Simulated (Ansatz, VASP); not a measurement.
# Mg36H (interstitial H in hcp Mg, hop from a tetrahedral to the next octahedral site) in two plane-wave programs

Aim: how closely do two programs agree when they are given the same cell, functional and k mesh? The Ansatz run is a path of several images between two structures; VASP solves its first image, and the two are compared there.

Method: plane waves, with VASP 6.6.1 beside it; single point at PBE, in Ansatz 0.2.0.

## Step 1: The structure

The cell holds 37 atoms: 36 Mg and 1 H. Cell: a = 9.555 Å, b = 9.555 Å, c = 10.440 Å, α = 90.0°, β = 90.0°, γ = 120.0°. It derives from Mg (Mg (P6_3/mmc)). Nearest the centre at fractional (0.444, 0.556, 0.438): H37 at 0.07 Å, Mg19 at 1.97 Å, Mg22 at 2.02 Å, Mg6 at 2.02 Å, Mg18 at 2.02 Å, Mg17 at 3.34 Å, Mg10 at 3.74 Å, Mg34 at 3.74 Å.

## Step 2: Ansatz: path of images, PBE

Ansatz runs on its default PAW (the set named soft_2) files.

A single point gives forces, pressure and levels at one fixed geometry, so differences don't come from the geometry; what else differs is listed under the comparison.

input.yaml

```yaml
crystal:
  lattice:
    - [9.55511161, 0.0, 0.0]
    - [-4.7775558, 8.27496939, 0.0]
    - [0.0, 0.0, 10.4402489]
  atoms:
    - { symbol: Mg, position: [0.11180066, 0.222638712, 0.125789099] }
    - { symbol: Mg, position: [0.221889532, 0.110445732, 0.376192854] }
    - { symbol: Mg, position: [0.111005282, 0.221848586, 0.626001218] }
    - { symbol: Mg, position: [0.22181385, 0.110294367, 0.876289048] }
    - { symbol: Mg, position: [0.11180066, 0.555828614, 0.125789099] }
    - { symbol: Mg, position: [0.214719641, 0.440693154, 0.372947604] }
    - { symbol: Mg, position: [0.111005282, 0.555823362, 0.626001218] }
    - { symbol: Mg, position: [0.22220501, 0.444435838, 0.873789979] }
    - { symbol: Mg, position: [0.111111111, 0.888888889, 0.125029748] }
    - { symbol: Mg, position: [0.221889532, 0.778110468, 0.376192854] }
    - { symbol: Mg, position: [0.111111111, 0.888888889, 0.626036715] }
    - { symbol: Mg, position: [0.22181385, 0.77818615, 0.876289048] }
    - { symbol: Mg, position: [0.444171386, 0.222638712, 0.125789099] }
    - { symbol: Mg, position: [0.5548265, 0.110746583, 0.3757184] }
    - { symbol: Mg, position: [0.444176638, 0.221848586, 0.626001218] }
    - { symbol: Mg, position: [0.557275232, 0.111970949, 0.875346623] }
    - { symbol: Mg, position: [0.444444444, 0.555555556, 0.118041676] }
    - { symbol: Mg, position: [0.559306846, 0.440693154, 0.372947604] }
    - { symbol: Mg, position: [0.444444444, 0.555555556, 0.625854796] }
    - { symbol: Mg, position: [0.555564162, 0.444435838, 0.873789979] }
    - { symbol: Mg, position: [0.444171386, 0.88819934, 0.125789099] }
    - { symbol: Mg, position: [0.559306846, 0.785280359, 0.372947604] }
    - { symbol: Mg, position: [0.444176638, 0.888994718, 0.626001218] }
    - { symbol: Mg, position: [0.555564162, 0.77779499, 0.873789979] }
    - { symbol: Mg, position: [0.777777778, 0.222222222, 0.125983309] }
    - { symbol: Mg, position: [0.889253417, 0.110746583, 0.3757184] }
    - { symbol: Mg, position: [0.777777778, 0.222222222, 0.624316031] }
    - { symbol: Mg, position: [0.888029051, 0.111970949, 0.875346623] }
    - { symbol: Mg, position: [0.777361288, 0.555828614, 0.125789099] }
    - { symbol: Mg, position: [0.889253417, 0.4451735, 0.3757184] }
    - { symbol: Mg, position: [0.778151414, 0.555823362, 0.626001218] }
    - { symbol: Mg, position: [0.888029051, 0.442724768, 0.875346623] }
    - { symbol: Mg, position: [0.777361288, 0.88819934, 0.125789099] }
    - { symbol: Mg, position: [0.889554268, 0.778110468, 0.376192854] }
    - { symbol: Mg, position: [0.778151414, 0.888994718, 0.626001218] }
    - { symbol: Mg, position: [0.889705633, 0.77818615, 0.876289048] }
    - { symbol: H, position: [0.444444444, 0.555555556, 0.430642299] }
basis:
  ecutwfc: 350
  xc_grid: 2
hamiltonian:
  xc: pbe
kpoints:
  mp_grid: { grid: [3, 3, 3] }
scf:
  occupations: { method: methfessel_paxton, width: 0.1 }
  max_iter: 120
output:
  forces: true
neb:
  images: 3
  f_tol: 0.04
  climbing: true
  initial_path: idpp
  max_iterations: 45
  order_check: false
  final_atoms:
    - { symbol: Mg, position: [0.111689159, 0.222580001, 0.12621187] }
    - { symbol: Mg, position: [0.221982822, 0.110731217, 0.374964978] }
    - { symbol: Mg, position: [0.110652412, 0.222061628, 0.625919513] }
    - { symbol: Mg, position: [0.222501196, 0.111767964, 0.874672621] }
    - { symbol: Mg, position: [0.11088805, 0.555817221, 0.12490464] }
    - { symbol: Mg, position: [0.221982822, 0.444722448, 0.374964978] }
    - { symbol: Mg, position: [0.110978892, 0.555726379, 0.625191472] }
    - { symbol: Mg, position: [0.222501196, 0.444204075, 0.874672621] }
    - { symbol: Mg, position: [0.11088805, 0.888541672, 0.12490464] }
    - { symbol: Mg, position: [0.221939501, 0.777705172, 0.375589292] }
    - { symbol: Mg, position: [0.110978892, 0.888723356, 0.625191472] }
    - { symbol: Mg, position: [0.222187348, 0.777829096, 0.875025547] }
    - { symbol: Mg, position: [0.44412527, 0.222580001, 0.12621187] }
    - { symbol: Mg, position: [0.555647574, 0.111057697, 0.375693019] }
    - { symbol: Mg, position: [0.444643643, 0.222061628, 0.625919513] }
    - { symbol: Mg, position: [0.555738416, 0.110966855, 0.875979851] }
    - { symbol: Mg, position: [0.44412527, 0.555016112, 0.12621187] }
    - { symbol: Mg, position: [0.555974053, 0.444722448, 0.374964978] }
    - { symbol: Mg, position: [0.444643643, 0.556052859, 0.625919513] }
    - { symbol: Mg, position: [0.554937306, 0.444204075, 0.874672621] }
    - { symbol: Mg, position: [0.444439118, 0.88895498, 0.125858943] }
    - { symbol: Mg, position: [0.555647574, 0.77806072, 0.375693019] }
    - { symbol: Mg, position: [0.444686965, 0.889078904, 0.625295198] }
    - { symbol: Mg, position: [0.555738416, 0.778242404, 0.875979851] }
    - { symbol: Mg, position: [0.77775029, 0.222266153, 0.125858943] }
    - { symbol: Mg, position: [0.888644551, 0.111057697, 0.375693019] }
    - { symbol: Mg, position: [0.777626367, 0.222018306, 0.625295198] }
    - { symbol: Mg, position: [0.888462867, 0.110966855, 0.875979851] }
    - { symbol: Mg, position: [0.778163599, 0.555817221, 0.12490464] }
    - { symbol: Mg, position: [0.889000099, 0.44476577, 0.375589292] }
    - { symbol: Mg, position: [0.777981915, 0.555726379, 0.625191472] }
    - { symbol: Mg, position: [0.888876175, 0.444517923, 0.875025547] }
    - { symbol: Mg, position: [0.77775029, 0.88895498, 0.125858943] }
    - { symbol: Mg, position: [0.889000099, 0.777705172, 0.375589292] }
    - { symbol: Mg, position: [0.777626367, 0.889078904, 0.625295198] }
    - { symbol: Mg, position: [0.888876175, 0.777829096, 0.875025547] }
    - { symbol: H, position: [0.333313233, 0.333392038, 0.500442245] }
```

Command:

```console
ansatz run input.yaml --threads 4 --pin off --max-ram 14131MiB --backend cpu --events-out ev --progress --plain --runs-dir out
```

Numbers of over 12 decimals in the logs are rounded to 6 here.

What it wrote:

```text
Warning: neb: disabling space-group detection — the band's intermediate images generally break the endpoint symmetry, so no spatial operation reduces the k-mesh or symmetrises the density, except that a semilocal band can use its path's symmetry ahead of convergence; time reversal is kept, so that k and −k are solved as one point where they differ and the mesh holds both, and exact exchange and, on two spinor compone [...]
Warning: basis.ecutwfc = 350 eV is below the records' recommended 420 eV, and the density's cutoff is lower with it unless basis.ecutrho_ratio is high enough to keep the records' density cutoff: compare with a run at a higher cutoff
Engine: ansatz 0.2.0, aarch64-unknown-linux-gnu
Pseudopotentials: kind: paw
Pseudopotential: Mg, paw, valence charge 10, recommended cutoff 420 eV (normal), Mg.paw.azcp
Pseudopotential: H, paw, valence charge 1, recommended cutoff 420 eV (normal), H.paw.azcp
Functional definition: PBE
  parameter kappa = 0.804
  parameter beta = 0.066725
  exchange = pbe_x(kappa = kappa, mu = beta*pi^2/3)
  correlation = pbe_c(beta = beta)
parallel-image band execution: 3 concurrent image workers
NEB image 0
Crystal: 37 atoms, lattice volume = 825.492 Å³
Basis set: ecut = 350 eV, 12265 PW (Γ), exchange–correlation on 120×120×128 points (8 copies of the dense FFT grid, shifted against one another)
Bands: 218, of which v1, the nominal top of the filled ones, is band 181 counted from 1 (180 counted from 0)
Symmetry: 1 space group operations
k-points: 14 of 27 (time reversal used)
Non-local potential: Mg, projectors of the file, l = 0: 3, l = 1: 2, l = 2: 1
Non-local potential: H, projectors of the file, l = 0: 2, l = 1: 1
PAW form: soft (Blöchl's): semilocal exchange-correlation on the pseudo side does not see the compensation charge
PAW one-centre angular grid: Mg, 110 points (default); XC on 64 Gauss nodes
PAW one-centre angular grid: H, 110 points (default); XC on 64 Gauss nodes
Initial density: superposition of atomic densities (neutral atoms: chi_scale 0, normalization atom), corrected by the library's trained network
Initial wavefunctions: pseudopotential atomic-orbital guess
Functional: x = pbe(κ = 0.804, μ = 0.219515), c = pbe(β = 0.066725)
SCF iter   1: F=—  HF=-69272.472912 eV  |F-HF|=—  |Δ(HF+E_count)|=         —  Δρ=9.40e-4  dr2=2.05e-2  ethr=1.77e-3  ⟨swp⟩=9.8  Hψ=14740  notcnv=0  defer=14
preconditioner: auto → Resta (q_TF=auto, 2.377 Å⁻¹)  ε∞=5.9  [insulator: Δε(μ)=0.090 eV  Ē_g=4.990 eV  σ=0.100 eV  W_gap=0.59  n_scr=210 (ndim 8)  ℏωp=11.0 eV  f_vac=0.000  D(μ)=13.56/eV (n_scr^D=70)  ε∞_Penn≈5.9]
SCF iter   2: F=—  HF=-69272.473460 eV  |F-HF|=—  |Δ(HF+E_count)|=   5.48e-4  S|Δr|=    0.00e0  Δρ=6.08e-4  dr2=5.19e-3  ethr=5.68e-6  ⟨swp⟩=1.9  Hψ=3721  notcnv=0  defer=19
SCF iter   3: F=—  HF=-69272.473202 eV  |F-HF|=—  |Δ(HF+E_count)|=   2.58e-4  S|Δr|=    0.00e0  Δρ=3.08e-4  dr2=1.55e-3  ethr=1.44e-6  ⟨swp⟩=2.0  Hψ=3047  notcnv=0  defer=19
SCF iter   4: F=—  HF=-69272.473065 eV  |F-HF|=—  |Δ(HF+E_count)|=   1.37e-4  S|Δr|=    0.00e0  Δρ=3.64e-5  dr2=6.18e-5  ethr=4.30e-7  ⟨swp⟩=2.0  Hψ=3164  notcnv=0  defer=19
SCF iter   5: F=—  HF=-69272.473658 eV  |F-HF|=—  |Δ(HF+E_count)|=   5.93e-4  S|Δr|=    0.00e0  Δρ=1.20e-5  dr2=2.49e-6  ethr=1.71e-8  ⟨swp⟩=2.0  Hψ=4557  notcnv=0  defer=19
SCF iter   6: F=—  HF=-69272.473658 eV  |F-HF|=—  |Δ(HF+E_count)|=   1.52e-7  S|Δr|=    0.00e0  Δρ=3.30e-6  dr2=5.89e-7  ethr=6.89e-10  ⟨swp⟩=2.0  Hψ=3165  notcnv=0  defer=19
SCF iter   7: F=—  HF=-69272.473658 eV  |F-HF|=—  |Δ(HF+E_count)|=   4.03e-8  S|Δr|=    0.00e0  Δρ=1.37e-6  dr2=1.43e-7  ethr=1.63e-10  ⟨swp⟩=2.0  Hψ=3002  notcnv=0  defer=19
SCF iter   8: F=-69272.473658 eV  HF=-69272.473658 eV  |F-HF|=2.76e-9  |Δ(HF+E_count)|=   1.13e-8  S|Δr|=    0.00e0  Δρ=4.52e-7  dr2=4.50e-9  ethr=2.77e-11  ⟨swp⟩=3.0  Hψ=6141  notcnv=0
SCF 1 converged in 8 iterations: F = -69272.473658 eV  dr2 = 4.50e-9
  greatest PAW one-centre occupation: 1.000 electrons in one spin orbital (limit 2), on the Mg atom at site 16 (counted from 0), in its partial waves of l = 0
NSCF: frozen V_eff on 14 k-points
NEB image 4
SCF iter   1: F=—  HF=-69272.355448 eV  |F-HF|=—  |Δ(HF+E_count)|=         —  Δρ=8.00e-4  dr2=8.67e-3  ethr=1.77e-3  ⟨swp⟩=10.6  Hψ=15114  notcnv=0  defer=14
preconditioner: auto → Kerker (q_TF=auto, 2.377 Å⁻¹)  [metal: Δε(μ)=0.071 eV  Ē_g=4.980 eV  σ=0.100 eV  W_gap=0.50  n_scr=210 (ndim 8)  ℏωp=11.0 eV  f_vac=0.000  D(μ)=13.93/eV (n_scr^D=70)]
[...]
k-point 2: bands = [... 177 lower, 5.3143, 5.4141, 5.5042, 5.7482, 5.8994, 5.9182, 5.9277, 6.0016, ... 33 higher]
  k-point 13: bands = [... 177 lower, 5.3939, 5.4205, 5.4340, 5.4762, 5.8813, 6.1547, 6.2115, 6.2757, ... 33 higher]
this run last wrote the band of iteration 4 to <dir>
--- NEB band (5 images, 4 band iterations, 96 SCF iterations) ---
  forward barrier  = 0.214431 eV
  backward barrier = 0.097849 eV
  lagrangian_above_aufbau_ev (what the smearing adds, to first order; not taken off the barriers): saddle image +0.008955 eV, end points +0.009148 and +0.007964 eV
  climbing image's point = of an order that was not read
  energies are F+E_penalty+E_count in eV, relative to image 0
  image     s (Å)  Δ vs image 0  max|band force component| (eV/Å)
      0    0.0000      0.000000                                 —
      1    0.4903      0.121748                          1.018e-2
  *   2    0.9807      0.214431                          2.390e-2
      3    1.4908      0.161535                          1.994e-2
      4    2.0011      0.116582                                 —
  climbing-image geometry (image 2):
  cell:  # Å, volume = 825.4923 Å³
    - [9.55511161, 0.0, 0.0]
    - [-4.7775558, 8.27496939, 0.0]
    - [0.0, 0.0, 10.4402489]
  atoms:
    - { symbol: Mg, position: [0.112222, 0.222885, 0.125549] }
    - { symbol: Mg, position: [0.220520, 0.107929, 0.374607] }
    - { symbol: Mg, position: [0.108026, 0.219734, 0.627075] }
    - { symbol: Mg, position: [0.221895, 0.110540, 0.875838] }
    - { symbol: Mg, position: [0.111028, 0.555707, 0.123732] }
    - { symbol: Mg, position: [0.216406, 0.443379, 0.371365] }
    - { symbol: Mg, position: [0.109839, 0.554935, 0.626005] }
    - { symbol: Mg, position: [0.221824, 0.443711, 0.874691] }
    - { symbol: Mg, position: [0.110379, 0.887364, 0.124659] }
    - { symbol: Mg, position: [0.221879, 0.775905, 0.375595] }
    - { symbol: Mg, position: [0.111163, 0.888777, 0.624500] }
    - { symbol: Mg, position: [0.221585, 0.778151, 0.875241] }
    - { symbol: Mg, position: [0.443797, 0.222839, 0.125071] }
    - { symbol: Mg, position: [0.555061, 0.112283, 0.376037] }
    - { symbol: Mg, position: [0.444414, 0.220649, 0.626403] }
    - { symbol: Mg, position: [0.556040, 0.110833, 0.875848] }
    - { symbol: Mg, position: [0.444954, 0.556772, 0.123060] }
    - { symbol: Mg, position: [0.561431, 0.443725, 0.369856] }
    - { symbol: Mg, position: [0.446024, 0.560046, 0.632352] }
    - { symbol: Mg, position: [0.555249, 0.443986, 0.874065] }
    - { symbol: Mg, position: [0.443934, 0.889957, 0.125736] }
    - { symbol: Mg, position: [0.558265, 0.783286, 0.373837] }
    - { symbol: Mg, position: [0.443750, 0.887660, 0.625198] }
    - { symbol: Mg, position: [0.556202, 0.779144, 0.877877] }
[...]
- { symbol: Mg, position: [0.778198, 0.555945, 0.123159] }
    - { symbol: Mg, position: [0.888901, 0.444429, 0.375337] }
    - { symbol: Mg, position: [0.778672, 0.555296, 0.626044] }
    - { symbol: Mg, position: [0.888295, 0.443190, 0.874774] }
    - { symbol: Mg, position: [0.779311, 0.889965, 0.125856] }
    - { symbol: Mg, position: [0.887641, 0.776222, 0.375558] }
    - { symbol: Mg, position: [0.776729, 0.887350, 0.625235] }
    - { symbol: Mg, position: [0.889952, 0.778384, 0.875145] }
    - { symbol: H, position: [0.392965, 0.449079, 0.468810] }
```

In the SCF lines HF is the Harris–Foulkes energy and dr2 the Hartree energy of the density residual, in eV; the loop may stop once dr2 is under the threshold and the program's other checks hold. Hψ counts applications of the Hamiltonian.

## Step 3: VASP: single point, PBE, pair 1

The same cell, functional, mesh and smearing now go to VASP, with its own data sets.

Lines of VASP's logs that name or quote its potential files are left out, and so is its time.

INCAR

```
SYSTEM = Mg36H
PREC = Accurate
ENCUT = 520
EDIFF = 1E-06
NELM = 120
ISMEAR = 1
SIGMA = 0.1
LREAL = Auto
ALGO = Normal
GGA = PE
NBANDS = 64
LORBIT = 11
LWAVE = .FALSE.
LCHARG = .FALSE.
ISIF = 2
LASPH = .TRUE.
GGA_COMPAT = .FALSE.
KPAR = 4
```

POSCAR

```
Mg36H
1.0
    9.5551116087      0.0000000000      0.0000000000
   -4.7775558044      8.2749693891      0.0000000000
    0.0000000000      0.0000000000     10.4402488966
Mg H
36 1
Direct
    0.1118006977      0.2226387692      0.1257891467
    0.2218895713      0.1104457258      0.3761928512
    0.1110052812      0.2218485548      0.6260012635
    0.2218139214      0.1102944261      0.8762890704
    0.1118007198      0.5558286422      0.1257891467
    0.2147196194      0.4406931106      0.3729476221
    0.1110052918      0.5558233250      0.6260012635
    0.2222050490      0.4444358435      0.8737899920
    0.1111111114      0.8888888471      0.1250297778
    0.2218895073      0.7781104313      0.3761928512
    0.1111111114      0.8888888471      0.6260367032
    0.2218138409      0.7781862019      0.8762890704
    0.4441713836      0.2226387692      0.1257891467
    0.5548265094      0.1107466332      0.3757184373
    0.4441765857      0.2218485548      0.6260012635
    0.5572752652      0.1119709278      0.8753466599
    0.4444444731      0.5555555294      0.1180416303
    0.5593068032      0.4406931106      0.3729476221
    0.4444444731      0.5555555294      0.6258548110
    0.5555642112      0.4444358435      0.8737899920
    0.4441713382      0.8881992977      0.1257891467
    0.5593068919      0.7852803671      0.3729476221
    0.4441765835      0.8889947085      0.6260012635
    0.5555642195      0.7777950222      0.8737899920
    0.7777777301      0.2222222118      0.1259832992
    0.8892534769      0.1107466332      0.3757184373
    0.7777777301      0.2222222118      0.6243160546
    0.8880290156      0.1119709278      0.8753466599
    0.7773613391      0.5558286422      0.1257891467
    0.8892533690      0.4451734897      0.3757184373
    0.7781513453      0.5558233250      0.6260012635
    0.8880290141      0.4427247797      0.8753466599
    0.7773612716      0.8881992977      0.1257891467
    0.8895542360      0.7781104313      0.3761928512
    0.7781514371      0.8889947085      0.6260012635
    0.8897056732      0.7781862019      0.8762890704
    0.4444444731      0.5555555294      0.4306423194
```

KPOINTS

```
Automatic mesh
0
Gamma
3 3 3
0 0 0
```

PAW data sets: Mg and H (PBE family, release 64).

Command:

```console
mpirun -np 4 vasp_std
```

What it wrote:

```text
[banner, memory and clock lines left out]
running    4 mpi-ranks, on    1 nodes
[...]
LDA part: xc-table for (Slater+PW92), standard interpolation
 POSCAR, INCAR and KPOINTS ok, starting setup
[...]
entering main loop
       N       E                     dE             d eps       ncg     rms          rms(c)
DAV:   1     0.736625421562E+02    0.73663E+02   -0.21116E+04   896   0.834E+02
DAV:   2    -0.505449088909E+02   -0.12421E+03   -0.11514E+03  1040   0.961E+01
DAV:   3    -0.578915006034E+02   -0.73466E+01   -0.70485E+01  1120   0.185E+01
DAV:   4    -0.580235766155E+02   -0.13208E+00   -0.13137E+00  1080   0.268E+00
[...]
DAV:  12    -0.573746059538E+02   -0.18791E-04   -0.55196E-05  1072   0.176E-02    0.446E-03
DAV:  13    -0.573746076244E+02   -0.16706E-05   -0.38446E-06   984   0.432E-03    0.117E-03
DAV:  14    -0.573746074314E+02    0.19296E-06   -0.12381E-06   768   0.218E-03
   1 F= -.57374607E+02 E0= -.57382134E+02  d E =0.225800E-01
```

From OUTCAR (step 3):

```text
  Total        2.5028635      2.5028635     -4.3422258     -0.0000000      0.0000000     -0.0000000
  in kB        4.8577453      4.8577453     -8.4277176     -0.0000000      0.0000000     -0.0000000
  external PRESSURE =       0.4292577 kB  Pullay stress =       0.0000000 kB

 POSITION                                       TOTAL-FORCE (eV/Angst)
 -----------------------------------------------------------------------------------
      0.00460      1.84233      1.31327         0.001186     -0.000643     -0.004702
      1.59252      0.91394      3.92755         0.000000     -0.001690     -0.004363
      0.00077      1.83579      6.53561        -0.003118     -0.004505     -0.005557
      1.59252      0.91268      9.14868        -0.000000      0.001095     -0.001499
     -1.58723      4.59946      1.31327         0.000037      0.001349     -0.004702
     -0.05377      3.64672      3.89367         0.004713      0.002721      0.013966
     -1.59481      4.59942      6.53561        -0.005461     -0.000447     -0.005557
     -0.00012      3.67769      9.12258        -0.001527     -0.000882      0.005051
     -3.18504      7.35553      1.30534        -0.000000     -0.000000      0.006202
     -1.59729      6.43884      3.92755        -0.001464      0.000845     -0.004363
     -3.18504      7.35553      6.53598        -0.000000     -0.000000      0.000224
     -1.59837      6.43947      9.14868         0.000949     -0.000548     -0.001499
      3.18044      1.84233      1.31327        -0.001186     -0.000643     -0.004702
      4.77233      0.91642      3.92259         0.003660      0.002113      0.002427
[...]
-----------------------------------------------------------------------------------
    total drift:                               -0.000111      0.000062      0.008249

  FREE ENERGIE OF THE ION-ELECTRON SYSTEM (eV)
  ---------------------------------------------------
  free  energy   TOTEN  =       -57.3746074314 eV

  energy  without entropy=      -57.3971874767  energy(sigma->0) =      -57.38213411

[... 2 further parts left out ...]
[key lines of the parts left out:]
E-fermi :   2.4998
```

The run ends at a pressure of 0.04 GPa, with forces up to 0.016 eV/Å.

## Step 4: Differences

Known differences besides the potentials themselves: the data sets hold 361 valence electrons in Ansatz (on its default PAW (the set named soft_2) files) and 73 in VASP; the cutoff is 350 eV in Ansatz and 520 eV in VASP (PREC = Accurate, projectors in real space); Ansatz's log warns that its cutoff lies below the recommended one. Total energies have different zeros and are not compared.

At this near-relaxed geometry the largest component of a force difference is 2 meV/Å.

[end of part 1 of 2]

[Lines on the potential files, build, host, timing and source positions are cut from VASP's logs without a mark.]

[Logs are printed without paths, hosts, clocks, repeated set-up lines and the standing remarks that a program may print on its own settings, such as how far it seeks lower states.]

[Hosts, paths, dates, database ids (printed as entryN), source tags and the programs' standing remarks are cut or masked in the printed files.]
